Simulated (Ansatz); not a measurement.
## TaSi2: changing the functional

```
CELL_PARAMETERS angstrom
4.78390 0.00000 0.00000
-2.39195 4.14298 0.00000
0.00000 0.00000 6.57000
ATOMIC_POSITIONS crystal
Ta 0.00000 0.50000 0.33333
Ta 0.50000 0.50000 0.66667
Ta 0.50000 0.00000 0.00000
Si 0.31794 0.15897 0.33333
Si 0.15897 0.84103 0.66667
Si 0.84103 0.68206 0.00000
Si 0.68206 0.84103 0.33333
Si 0.84103 0.15897 0.66667
Si 0.15897 0.31794 0.00000
```

Kept alike: task band structure; k mesh 7 × 7 × 4; occupations fermi-dirac, width 0.05 eV; no spin polarisation. Program: Ansatz, Ansatz PAW. Cutoffs run from 420 to 500 eV. The mesh is that of the run's cell of 9 atoms. No spin-orbit coupling.

| run | pressure (GPa) |
| --- | --- |
| A | -2.24 |
| B | -5.69 |
| C | -0.88 |

Pressure is positive in compression, with a Pulay correction for the finite cutoff. For a metal such a mesh leaves the last digits unconverged. All rows use potentials made for PBE.

Question: The runs differ in the functional (and the cutoff that goes with it) alone: LDA; PBEsol; r2SCAN. Which run is which?

Answer: Run A is PBEsol; run B is LDA; run C is r2SCAN. The pressure runs from -5.69 (LDA) to -0.88 GPa (r2SCAN). A positive pressure means that the functional's own cell is larger than the one given, a negative one that it is smaller.
